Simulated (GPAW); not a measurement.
# ZnSe (Stilleite) (F-43m) in GPAW: notebook

The runs below take ZnSe (Stilleite) through band structure, with LDA, PBEsol, RPBE.

Program: GPAW 26.7.0. These are calculated values, not measurements. Logs are shortened: lines on timing, memory, paths and dates and some standing lists are left out, and cuts for length are marked. The log counts tension as positive stress, the text compression.

**The experiment to reproduce.**

“Alloy Disordering Effects on the Thermal Conductivity and Energy Gap Temperature Dependence of Cd1−xZnxSe Ternary Crystals Grown by the Bridgman Method”, 2023, pmc:10253836 reports, for a bulk crystal of ZnSe at 300 K: band gap 2.695 ± 0.003 eV (an exciton energy, a little under the gap).

The results are compared with them further down.

### Step 1. Starting point

Symmetry: F-43m, No. 216, cubic system. Conventional cell: a = 5.668 Å, b = 5.668 Å, c = 5.668 Å, α = 90.00°, β = 90.00°, γ = 90.00°. Around Se (site symmetry -43m) lie 4 Zn at 2.45 Å. Zn (site symmetry -43m) is surrounded by 4 Se at 2.45 Å.

### Step 2. Band structure, LDA

The input, run.py:

```python
from ase.dft.bandgap import bandgap
from ase.io import read, write
from ase.units import Bohr, GPa
from gpaw import GPAW, PW
from gpaw.elf import elf_from_dft_calculation

atoms = read('ZnSe.xyz')

calc = GPAW(mode=PW(600),
            xc='LDA',
            kpts={'size': (8, 8, 8), 'gamma': True},
            occupations={'name': 'fermi-dirac', 'width': 0.05},
            nbands=18,
            convergence={'density': 1e-05, 'energy': 1e-05},
            maxiter=150,
            txt='gpaw.txt')
atoms.calc = calc
energy = atoms.get_potential_energy()
forces = atoms.get_forces()
stress = atoms.get_stress()
calc.write('gs.gpw')
write('result.traj', atoms)
print(f'Energy: {energy:.6f} eV')
print('Forces (eV/A):')
print(forces.round(4))
print('Stress (GPa):', (stress / GPa).round(3))
print('Fermi level:', round(calc.get_fermi_level(), 4), 'eV')
print(f'Gap: {bandgap(calc)[0]:.4f} eV, direct: {bandgap(calc, direct=True)[0]:.4f} eV')

# fields on the real-space grid
write('density.cube', atoms, data=calc.get_pseudo_density() * Bohr**3)
write('potential.cube', atoms, data=calc.get_electrostatic_potential())
write('elf.cube', atoms, data=elf_from_dft_calculation(calc).data)

path = atoms.cell.bandpath('GXWKGLUWLK,UX', npoints=100, eps=1e-4)
bs_calc = calc.fixed_density(kpts=path, symmetry='off', nbands=29,
                             convergence={'bands': 'CBM+6.0', 'eigenstates': 1e-6}, txt='bands.txt')
bs = bs_calc.band_structure()
bs.write('bs.json')
print(f'Gap on the path: {bandgap(bs_calc)[0]:.4f} eV')
```

The input, ZnSe.xyz:

```xyz
2
Lattice="0.0000000000 2.8338000000 2.8338000000 2.8338000000 0.0000000000 2.8338000000 2.8338000000 2.8338000000 0.0000000000" Properties=species:S:1:pos:R:3 pbc="T T T"
Se     4.2507000000      4.2507000000      4.2507000000
Zn     0.0000000000      0.0000000000      0.0000000000
```

Potentials or basis: the program's PAW data sets (release 1.2.1) made for this functional, pw.

Started as:

```console
$ OMP_NUM_THREADS=1 python run.py
```

gpaw.txt:

```text
__  _  _
 | _ |_)|_||  |
 |__||  | ||/\| - 26.7.0

Input parameters:
  mode=PW(ecut=600.0),
  convergence={'density': 1e-05, 'energy': 1e-05},
  kpts=MonkhorstPack(size=(8, 8, 8), gamma=True),
  maxiter=150,
  nbands=18,
  occupations=Occupations(name='fermi-dirac', width=0.05),
  xc=XC(name='LDA')

Diagonalizing LCAO Hamiltonian
Converting LCAO to pw mode

                    Se

       Zn

Atoms  # Å, Bohr magnetons
|   | symbol |        x |        y |        z |    initial magnetic moments |
|---|--------|----------|----------|----------|-----------------------------|
| 0 |     Se | 4.250700 | 4.250700 | 4.250700 | ( 0.0000,  0.0000,  0.0000) |
| 1 |     Zn | 0.000000 | 0.000000 | 0.000000 | ( 0.0000,  0.0000,  0.0000) |

Unit cell  # Å
| periodic |        x |        y |        z |  lengths |    angles |
|----------|----------|----------|----------|----------|-----------|
|      yes | 0.000000 | 2.833800 | 2.833800 | 4.007598 | 60.000000 |
|      yes | 2.833800 | 0.000000 | 2.833800 | 4.007598 | 60.000000 |
|      yes | 2.833800 | 2.833800 | 0.000000 | 4.007598 | 60.000000 |

Number of symmetries: 24
Symmetry operations  # r_c * U_cc + t_c -> r_c
|    | kind |            matrix            |
|----|------|------------------------------|
|  0 |  E   |  1, 0, 0,  0, 1, 0,  0, 0, 1 |
|  1 |  σ   |  1, 0, 0,  0, 0, 1,  0, 1, 0 |
|  2 |  σ   |  1, 0,-1,  0, 1,-1,  0, 0,-1 |
|  3 |  C3  |  1, 0,-1,  0, 0,-1,  0, 1,-1 |
|  4 |  C3  |  1,-1, 0,  0,-1, 1,  0,-1, 0 |
|  5 |  σ   |  1,-1, 0,  0,-1, 0,  0,-1, 1 |
|  6 |  σ   |  0, 1, 0,  1, 0, 0,  0, 0, 1 |
|  7 |  C3  |  0, 1, 0,  0, 0, 1,  1, 0, 0 |
|  8 |  C2  |  0, 1,-1,  1, 0,-1,  0, 0,-1 |
|  9 |  S4  |  0, 1,-1,  0, 0,-1,  1, 0,-1 |
| 10 |  C3  |  0, 0, 1,  1, 0, 0,  0, 1, 0 |
| 11 |  σ   |  0, 0, 1,  0, 1, 0,  1, 0, 0 |
| 12 |  S4  |  0, 0,-1,  1, 0,-1,  0, 1,-1 |
| 13 |  C3  |  0, 0,-1,  0, 1,-1,  1, 0,-1 |
| 14 |  S4  |  0,-1, 1,  1,-1, 0,  0,-1, 0 |
| 15 |  C2  |  0,-1, 1,  0,-1, 0,  1,-1, 0 |
| 16 |  C3  |  0,-1, 0,  1,-1, 0,  0,-1, 1 |
| 17 |  S4  |  0,-1, 0,  0,-1, 1,  1,-1, 0 |
| 18 |  S4  | -1, 1, 0, -1, 0, 1, -1, 0, 0 |
| 19 |  C3  | -1, 1, 0, -1, 0, 0, -1, 0, 1 |
| 20 |  C3  | -1, 0, 1, -1, 1, 0, -1, 0, 0 |
| 21 |  S4  | -1, 0, 1, -1, 0, 0, -1, 1, 0 |
| 22 |  σ   | -1, 0, 0, -1, 1, 0, -1, 0, 1 |
| 23 |  C2  | -1, 0, 0, -1, 0, 1, -1, 1, 0 |

BZ-sampling:
  Number of BZ points: 512
  Number of IBZ points: 29

  Monkhorst-Pack size: [8, 8, 8]
  Monkhorst-Pack shift: [0.0625, 0.0625, 0.0625]

K-points  # in reciprocal-cell coordinates
|     |                                coordinates |     weight |
|-----|--------------------------------------------|------------|
|   0 | (  0.00000000,   0.00000000,   0.00000000) | 0.00195312 |
|   1 | (  0.12500000,   0.12500000,   0.00000000) | 0.01171875 |
|   2 | (  0.12500000,   0.12500000,   0.12500000) | 0.01562500 |
|   3 | (  0.25000000,   0.12500000,   0.12500000) | 0.02343750 |
|   4 | (  0.25000000,   0.25000000,   0.00000000) | 0.01171875 |
|   5 | (  0.25000000,   0.25000000,   0.12500000) | 0.04687500 |
|   6 | (  0.25000000,   0.25000000,   0.25000000) | 0.01562500 |
|   7 | (  0.37500000,   0.25000000,  -0.37500000) | 0.04687500 |
|   8 | (  0.37500000,   0.25000000,   0.12500000) | 0.04687500 |
|   9 | (  0.37500000,   0.25000000,   0.25000000) | 0.04687500 |
| ... |                                            |            |
|  28 | (  0.50000000,   0.50000000,   0.50000000) | 0.00781250 |

Plane wave coefficients: 1540
Cutoff: 600.0 eV

Spin-components: 1 (collinear spins)
Bands:           18
Projectors:      11
Spin-degeneracy: 2
Datatype:        complex128

Parallelization:
  kpt:    1
  domain: 1
  band:   1

Density:
  Valence electrons: 18.0
  Components: 1
  Grid points: [24 24 24]
  Charge: 0.0  # |e|

Potential:
  Grid points: [24 24 24]

species:
  Se:
    name:    Selenium
    Z:       34.0
    valence: 6
    core:    28
    charge:  0.0  # [|e|]
    compensation charges:
      type: gauss
      rc: 0.27  # [Å]
      lmax: 2
    cutoffs:
      filter: 1.77  # [Å]
      core: 2.67  # [Å]
    projectors
    | kind |    occ | energy [eV] | rcut [Å] |
    |------|--------|-------------|----------|
    |   4s |  2.000 |     -17.472 |    0.847 |
    |   4p |  4.000 |      -6.656 |    1.005 |
    |    s |        |       9.739 |    0.847 |
    |    p |        |      20.555 |    1.005 |
    |    d |        |       0.000 |    0.847 |

    Using partial waves for Se as LCAO basis

  Zn:
    name:    Zinc
    Z:       30.0
    valence: 12
    core:    18
    charge:  0.0  # [|e|]
    compensation charges:
      type: gauss
      rc: 0.37  # [Å]
      lmax: 2
    cutoffs:
      filter: 2.14  # [Å]
      core: 2.28  # [Å]
    projectors
    | kind |    occ | energy [eV] | rcut [Å] |
    |------|--------|-------------|----------|
    |   4s |  2.000 |      -6.218 |    1.286 |
    |   4p |  0.000 |      -1.230 |    1.270 |
    |   3d | 10.000 |     -10.426 |    1.180 |
    |    s |        |      20.994 |    1.286 |
    |    p |        |      25.981 |    1.270 |
    |    d |        |      16.786 |    1.180 |

    Using partial waves for Zn as LCAO basis

Reference energy: -114805.075344  # eV

eigensolver:
  PPCG
  Converge bands: occupied
  niter=2

density mixing:
  MSR1-Mixer
  Pratt-step length: 0.05
  Maximum mixing coefficient: 0.75
  Old densities: 10
  SVD Regularization: 0.005
  Good broyden scale: 1.0
  Trust region scale: 1.0
  Backstep threshold: 4.0
  History deletion threshold: 6.0
  Fourier metric: weight=20.0, sigma=0.015

occupation numbers:
  Fermi-Dirac:
    width: 0.0500  # eV

poisson solver:
  ecut: 4800.0  # eV

xc functional:
  name: None

convergence criteria:
[... 6 lines left out ...]
|iter     | |      energy | eigst |  dens |
|---------|-|-------------|-------|-------|
|iter:   1| |   -7.697409 | -0.23 |       |
|iter:   2| |   -7.638795 | -2.19 | -1.26 |
|iter:   3| |   -7.449243 | -1.69 | -1.31 |
|iter:   4| |   -7.444982 | -2.81 | -1.85 |
|iter:   5| |   -7.445078 | -4.30 | -2.36 |
|iter:   6| |   -7.445064c| -5.04 | -3.29 |
|iter:   7| |   -7.445069c| -6.37 | -3.70 |
|iter:   8| |   -7.445070c| -7.25 | -4.15 |
|iter:   9| |   -7.445070c| -8.07c| -5.48c|

Converged in 9 steps
Energy contributions relative to reference atoms: (reference = -114805.075344)

Energy contributions:
  Kinetic:           9.770172
  Coulomb:          -8.367326
  Zero:             -0.024483
  External:          0.000000
  Xc:               -8.823433
  Entropy:          -0.000000
  Spinorbit:         0.000000
  ----------------------------
  Free energy:      -7.445070
  Extrapolated:     -7.445070

dipole moment: (-7.150819, -7.150819, -7.150819)  # |e|*Ang

Fermi level: 4.107
Eigenvalues  # (at kpt = [0.000, 0.000, 0.000])
| band index |      eig [eV] | occ [0-2] |
|------------|---------------|-----------|
|          0 |        -9.758 |     2.000 |
|          1 |        -3.076 |     2.000 |
|          2 |        -3.076 |     2.000 |
|          3 |        -3.076 |     2.000 |
|          4 |        -2.717 |     2.000 |
|          5 |        -2.717 |     2.000 |
[... 10 lines left out ...]
|         16 |        16.452 |     0.000 |
|         17 |        16.452 |     0.000 |

Gap: 1.045 eV
Transition (v -> c):
  (s=0, k=0, n=8, [0.00, 0.00, 0.00]) -> (s=0, k=0, n=9, [0.00, 0.00, 0.00])
No difference between direct/indirect transitions

Forces  # eV/Ang
|       x |       y |        z |
|---------|---------|----------|
| 0.00000 | 0.00000 | -0.00000 |  # Se   0
| 0.00000 | 0.00000 | -0.00000 |  # Zn   1

Stress tensor  # eV/Ang^3
|         x |        y |         z |
|-----------|----------|-----------|
|  0.022647 | 0.000000 | -0.000000 |
|  0.000000 | 0.022647 |  0.000000 |
| -0.000000 | 0.000000 |  0.022647 |

# Writing to gs.gpw (mode='')
```

Wall time 64 s (1 thread of Intel Xeon Platinum 8259CL at 2.50GHz (Skylake/Cascade Lake), shared host); peak memory 0.28 GiB.

What came out:

```yaml
Free_energy: -7.4451 eV
Pressure: -3.6 GPa
Band_gap_on_the_k_mesh: 1.04 eV, direct
Band_gap_along_the_path: 1.04 eV, direct
```

Levels at the corners of the path, in eV from the valence-band top:
| point | band 7 | band 8 | band 9 | band 10 | band 11 | band 12 |
| --- | --- | --- | --- | --- | --- | --- |
| Γ | 0.00 | 0.00 | 0.00 | 1.04 | 5.72 | 5.72 |
| X | -4.82 | -2.20 | -2.20 | 2.82 | 3.33 | 10.50 |
| W | -4.75 | -2.80 | -2.70 | 5.35 | 5.45 | 6.82 |
| K | -4.78 | -3.13 | -1.81 | 3.43 | 5.48 | 8.88 |
| Γ | 0.00 | 0.00 | 0.00 | 1.04 | 5.72 | 5.72 |
| L | -5.29 | -0.87 | -0.87 | 2.36 | 6.30 | 6.30 |
| U | -4.78 | -3.13 | -1.81 | 3.43 | 5.48 | 8.88 |
| W | -4.75 | -2.80 | -2.70 | 5.35 | 5.45 | 6.82 |
| L | -5.29 | -0.87 | -0.87 | 2.36 | 6.30 | 6.30 |
| K | -4.78 | -3.13 | -1.81 | 3.43 | 5.48 | 8.88 |
| U | -4.78 | -3.13 | -1.81 | 3.43 | 5.48 | 8.88 |
| X | -4.82 | -2.20 | -2.20 | 2.82 | 3.33 | 10.50 |

### Step 3. Band structure, PBEsol

run.py, as its differences from that of step 2:

```diff
@@ -2,5 +2,6 @@
 from ase.io import read, write
-from ase.units import Bohr, GPa
-from gpaw import GPAW, PW
-from gpaw.elf import elf_from_dft_calculation
+from ase.units import GPa
+from gpaw import GPAW, PW, setup_paths
+
+setup_paths.insert(0, '.')
 
@@ -9,3 +10,3 @@
 calc = GPAW(mode=PW(600),
-            xc='LDA',
+            xc='PBEsol',
             kpts={'size': (8, 8, 8), 'gamma': True},
@@ -29,7 +30,2 @@
 
-# fields on the real-space grid
-write('density.cube', atoms, data=calc.get_pseudo_density() * Bohr**3)
-write('potential.cube', atoms, data=calc.get_electrostatic_potential())
-write('elf.cube', atoms, data=elf_from_dft_calculation(calc).data)
-
 path = atoms.cell.bandpath('GXWKGLUWLK,UX', npoints=100, eps=1e-4)
```

ZnSe.xyz is that of step 2.

Potentials or basis: PAW data sets generated in the run's folder for this functional, pw.

Started as:

```console
$ gpaw-setup -f PBEsol Se Zn
$ OMP_NUM_THREADS=1 python run.py
```

Run time: 70 s. Hardware: 1 thread of Intel Xeon Platinum 8259CL at 2.50GHz (Skylake/Cascade Lake), shared host; peak memory 0.28 GiB.

Results (log left out):

```yaml
Free_energy: -6.8455 eV
Pressure: -1.2 GPa
Band_gap_on_the_k_mesh: 1.18 eV, direct
Band_gap_along_the_path: 1.18 eV, direct
```

Levels at the corners of the path, in eV from the valence-band top:
```tsv
point	band 5	band 6	band 7	band 8	band 9	band 10	band 11	band 12	band 13
Γ	-6.17	-6.17	0.00	0.00	0.00	1.18	5.75	5.75	5.75
X	-6.12	-5.99	-4.78	-2.20	-2.20	2.84	3.38	10.60	11.18
W	-6.20	-5.86	-4.71	-2.79	-2.70	5.36	5.53	6.87	7.59
K	-6.15	-5.90	-4.74	-3.13	-1.81	3.48	5.53	8.93	9.21
Γ	-6.17	-6.17	0.00	0.00	0.00	1.18	5.75	5.75	5.75
L	-6.15	-6.01	-5.27	-0.87	-0.87	2.46	6.31	6.31	8.40
U	-6.15	-5.90	-4.74	-3.13	-1.81	3.48	5.53	8.93	9.21
W	-6.20	-5.86	-4.71	-2.79	-2.70	5.36	5.53	6.87	7.59
L	-6.15	-6.01	-5.27	-0.87	-0.87	2.46	6.31	6.31	8.40
K	-6.15	-5.90	-4.74	-3.13	-1.81	3.48	5.53	8.93	9.21
U	-6.15	-5.90	-4.74	-3.13	-1.81	3.48	5.53	8.93	9.21
X	-6.12	-5.99	-4.78	-2.20	-2.20	2.84	3.38	10.60	11.18
```

### Step 4. Band structure, PBEsol, spin-orbit coupling, no magnetisation

run.py, as its differences from that of step 3:

```diff
@@ -1 +1,2 @@
+import numpy as np
 from ase.dft.bandgap import bandgap
@@ -4,2 +5,3 @@
 from gpaw import GPAW, PW, setup_paths
+from gpaw.spinorbit import soc_eigenstates
 
@@ -11,3 +13,3 @@
             xc='PBEsol',
-            kpts={'size': (8, 8, 8), 'gamma': True},
+            kpts={'size': (6, 6, 6), 'gamma': True},
             occupations={'name': 'fermi-dirac', 'width': 0.05},
@@ -30,3 +32,3 @@
 
-path = atoms.cell.bandpath('GXWKGLUWLK,UX', npoints=100, eps=1e-4)
+path = atoms.cell.bandpath('GXWKGLUWLK,UX', npoints=60, eps=1e-4)
 bs_calc = calc.fixed_density(kpts=path, symmetry='off', nbands=29,
@@ -36 +38,7 @@
 print(f'Gap on the path: {bandgap(bs_calc)[0]:.4f} eV')
+
+soc = soc_eigenstates(bs_calc, theta=0, phi=0)
+np.savetxt('soc_bands.dat', soc.eigenvalues(), fmt='%.4f')
+mesh = soc_eigenstates('gs.gpw', theta=0, phi=0)
+np.savetxt('soc_mesh.dat', mesh.eigenvalues(), fmt='%.4f')
+print('Fermi level with spin-orbit coupling:', round(mesh.fermi_level, 4), 'eV')
```

ZnSe.xyz is that of step 3.

Started as:

```console
$ gpaw-setup -f PBEsol Se Zn
$ OMP_NUM_THREADS=1 python run.py
```

Run time: 45 s. Hardware: 1 thread of Intel Xeon Platinum 8259CL at 2.50GHz (Skylake/Cascade Lake), shared host; peak memory 0.25 GiB.

The run converged. Its results:

```
Free energy             : -6.8398 eV
Pressure                : -1.1 GPa
Band gap on the k mesh  : 1.04 eV, direct
Band gap along the path : 1.04 eV, direct
```

Levels at the corners of the path, in eV from the valence-band top:
```csv
point,band 16,band 17,band 18,band 19,band 20,band 21
Γ,0.00,0.00,0.00,1.04,1.04,5.51
X,-2.43,-2.25,-2.25,2.71,2.71,3.25
W,-2.86,-2.82,-2.80,5.16,5.22,5.37
K,-3.21,-1.94,-1.94,3.34,3.34,5.33
Γ,0.00,0.00,0.00,1.04,1.04,5.51
L,-1.13,-0.89,-0.89,2.32,2.32,6.14
U,-3.21,-1.94,-1.94,3.34,3.34,5.33
W,-2.86,-2.82,-2.80,5.16,5.22,5.37
L,-1.13,-0.89,-0.89,2.32,2.32,6.14
K,-3.21,-1.94,-1.94,3.34,3.34,5.33
U,-3.21,-1.94,-1.94,3.34,3.34,5.33
X,-2.43,-2.25,-2.25,2.71,2.71,3.25
```

Caveat: spin-orbit coupling was added after a scalar SCF, so levels and gaps hold it while energy, forces, pressure and moments don't; this program's spin-orbit splittings come out too wide for heavy elements.

(Part 1 of 2 ends here.)
